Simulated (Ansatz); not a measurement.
# All-electron card of InP

```xyz
2
Lattice="0.0000 2.8550 2.8550 2.8550 0.0000 2.8550 2.8550 2.8550 0.0000" Properties=species:S:1:pos:R:3 pbc="T T T"
In    0.0000    0.0000    0.0000
P     2.8550    2.8550    2.8550
```

Atoms are numbered in the order listed.

The cell comes from COD entry 1538565, which wasn't checked; take it as a given geometry.

No spin–orbit coupling, which matters for the heavy atoms here.

Methods: DFT, LDA, all-electron LAPW, scalar-relativistic (Ansatz 0.2.0); DFT, LDA, PAW with Ansatz's default frozen-core files, scalar-relativistic (Ansatz 0.2.0).

For LAPW: a Γ-centred 11×11×11 k mesh, Fermi–Dirac smearing of 0.05 eV, basis error target 1 meV/atom, no spin polarisation. PAW takes a cutoff of 420 eV at this cell (files made with PBE, cores remade for this functional). The Ansatz runs share mesh, smearing and spin set-up. Values come from LAPW unless marked.

```
Löwdin charges (with 0.04 e of the cell spilling out of the atomic basis, so their sizes and signs hang on that basis) : In1 0.19, P2 -0.15 e
Pressure at this cell                                                                                                  : -96.5 kbar
Density of states at the Fermi level (0.2 eV bin)                                                                      : 1.36 states/eV per cell
Volume per atom                                                                                                        : 23.27 Å³
```

Q: Give the computed value. Bader charges (from the PAW run).

A: In1 +0.74, P2 -0.74 e.

Q: Give the computed value. Band gap.

A: none: bands cross the Fermi level, a metal.
